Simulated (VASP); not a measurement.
**A VASP 6.6.1 single-point calculation on LiF**

INCAR

```
PREC = Accurate
NSW = 0
IBRION = -1
ISMEAR = -1
GGA = PE
IVDW = 12
SIGMA = 0.02
EDIFF = 1E-6
LASPH = .TRUE.
NBANDS = 12
LREAL = .FALSE.
LCHARG = .FALSE.
ENCUT = 520
ISIF = 2
NELM = 120
LWAVE = .FALSE.
```

KPOINTS

```
KPOINTS created by Atomic Simulation Environment
0
Gamma
10 10 10
0 0 0
```

POSCAR

```
Li F
 1.0000000000000000
    -0.0741529270000000    2.0005136800000001    2.0005136800000001
     2.0005136800000001   -0.0741529270000000    2.0005136800000001
     2.0005136800000001    2.0005136800000001   -0.0741529270000000
 Li  F
   1   1
Cartesian
  0.0000000000000000  0.0000000000000000  0.0000000000000000
  1.9634372164999998  1.9634372164999996  1.9634372164999996
```

The recommended PBE PAW datasets give the neutral cell 10 valence electrons.

Command

```
mpirun -np 1 vasp_std
```

OSZICAR

```
N       E                     dE             d eps       ncg     rms          rms(c)
DAV:   1     0.321884114561E+02    0.32188E+02   -0.54263E+03  2920   0.847E+02
DAV:   2    -0.900594488488E+01   -0.41194E+02   -0.40344E+02  3384   0.186E+02
DAV:   3    -0.101310600802E+02   -0.11251E+01   -0.11226E+01  3612   0.269E+01
DAV:   4    -0.101417694344E+02   -0.10709E-01   -0.10709E-01  3168   0.291E+00
DAV:   5    -0.101419032469E+02   -0.13381E-03   -0.13381E-03  3548   0.232E-01    0.455E+00
DAV:   6    -0.961794679951E+01    0.52396E+00   -0.25530E+00  3160   0.982E+00    0.141E+00
DAV:   7    -0.962193766650E+01   -0.39909E-02   -0.18306E-02  3696   0.118E+00    0.869E-01
DAV:   8    -0.962866640044E+01   -0.67287E-02   -0.15753E-02  3432   0.130E+00    0.116E-01
DAV:   9    -0.962868193240E+01   -0.15532E-04   -0.97940E-04  3236   0.281E-01    0.446E-02
DAV:  10    -0.962878521785E+01   -0.10329E-03   -0.14718E-04  3224   0.941E-02    0.168E-02
DAV:  11    -0.962878403803E+01    0.11798E-05   -0.74777E-06  3556   0.253E-02    0.191E-03
DAV:  12    -0.962878413775E+01   -0.99721E-07   -0.53771E-07  3256   0.632E-03
   1 F= -.99733413E+01 E0= -.99733413E+01  d E =-.443246E-14
```

From OUTCAR

```
k-points           NKPTS =    116   k-points in BZ     NKDIM =    116   number of bands    NBANDS=     12

   NELECT =      10.0000    total number of electrons

   dimension x,y,z NGX =    24 NGY =   24 NGZ =   24
   dimension x,y,z NGXF=    48 NGYF=   48 NGZF=   48

  energy-cutoff  :      520.00
  volume of cell :       16.90
      direct lattice vectors                 reciprocal lattice vectors
    -0.074152927  2.000513680  2.000513680    -0.236451618  0.245553537  0.245553537
     2.000513680 -0.074152927  2.000513680     0.245553537 -0.236451618  0.245553537
     2.000513680  2.000513680 -0.074152927     0.245553537  0.245553537 -0.236451618

 k-points in reciprocal lattice and weights: KPOINTS created by Atomic Simulation Env
   0.00000000  0.00000000  0.00000000       0.001
   0.10000000  0.00000000 -0.00000000       0.006
   0.20000000  0.00000000 -0.00000000       0.006
   0.30000000  0.00000000 -0.00000000       0.006
   0.40000000  0.00000000  0.00000000       0.006
   0.50000000 -0.00000000 -0.00000000       0.003
   0.10000000  0.10000000  0.00000000       0.006
   0.20000000  0.10000000  0.00000000       0.012
   ...

 E-fermi :  -0.4937

 k-point     1 :       0.0000    0.0000    0.0000
  band No.  band energies     occupation
      1     -42.2300      2.00000
      2     -21.0953      2.00000
      3      -1.2952      2.00000
      4      -1.2952      2.00000
      5      -1.0330      2.00000
      6       7.5675      0.00000
      7      22.1041      0.00000
      8      22.1041      0.00000
      9      22.1883      0.00000
     10      22.1883      0.00000
     11      22.5321      0.00000
     12      24.0675      0.00000

 k-point     2 :       0.1000    0.0000   -0.0000
  band No.  band energies     occupation
      1     -42.2253      2.00000
      2     -21.0605      2.00000
      3      -1.5482      2.00000
      4      -1.3104      2.00000
      5      -1.0769      2.00000
      6       7.8564      0.00000
      7      19.4130      0.00000
      8      20.8959      0.00000
      9      21.5469      0.00000
     10      23.2170      0.00000
     11      23.9645      0.00000
     12      24.6287      0.00000

 k-point     3 :       0.2000    0.0000   -0.0000
  band No.  band energies     occupation
      1     -42.2132      2.00000
      2     -20.9675      2.00000
      3      -2.1928      2.00000
      4      -1.3491      2.00000
      5      -1.1469      2.00000
      6       8.5144      0.00000
      7      17.0682      0.00000
      8      19.5340      0.00000
      9      20.1824      0.00000
     10      24.4604      0.00000
     11      24.8383      0.00000
     12      26.0458      0.00000

 k-point     4 :       0.3000    0.0000   -0.0000
  band No.  band energies     occupation
      1     -42.1983      2.00000
      2     -20.8487      2.00000
      3      -2.9139      2.00000
      4      -1.3952      2.00000
      5      -1.2207      2.00000
      6       9.1137      0.00000
      7      15.6109      0.00000
      8      18.3720      0.00000
      9      19.0094      0.00000
     10      26.0463      0.00000
     11      26.1015      0.00000
     12      27.6763      0.00000

 ...

  Total      -0.43036    -0.43036    -0.43036     0.21216     0.21216     0.21216
  in kB     -40.79393   -40.79393   -40.79393    20.11053    20.11053    20.11053
  external pressure =      -40.79 kB  Pullay stress =        0.00 kB

 POSITION                                       TOTAL-FORCE (eV/Angst)
 -----------------------------------------------------------------------------------
      0.00000      0.00000      0.00000        -0.000000      0.000000     -0.000000
      1.96344      1.96344      1.96344         0.000000     -0.000000      0.000000
 -----------------------------------------------------------------------------------
    total drift:                               -0.000000     -0.000000      0.000000

  FREE ENERGIE OF THE ION-ELECTRON SYSTEM (eV)
  ---------------------------------------------------
  free  energy   TOTEN  =        -9.9733413229 eV

  energy  without entropy=       -9.9733413229  energy(sigma->0) =       -9.97334132
```

It converged. Results: gap between bands v and c on the k mesh 8.60 eV; least direct gap on the k mesh 8.60 eV; pressure -4.1 GPa. Band v is the last that the valence electrons fill when counted band by band, and c is the next.

For comparison, a separate PBE run of the intended cell, on usual settings and not on those above, gives a gap of 8.60 eV on its mesh and a pressure of -0.7 GPa.

The run above took about 13 s on one core of a shared host (Intel Xeon Platinum 8488C) and held 0.14 GiB at most.
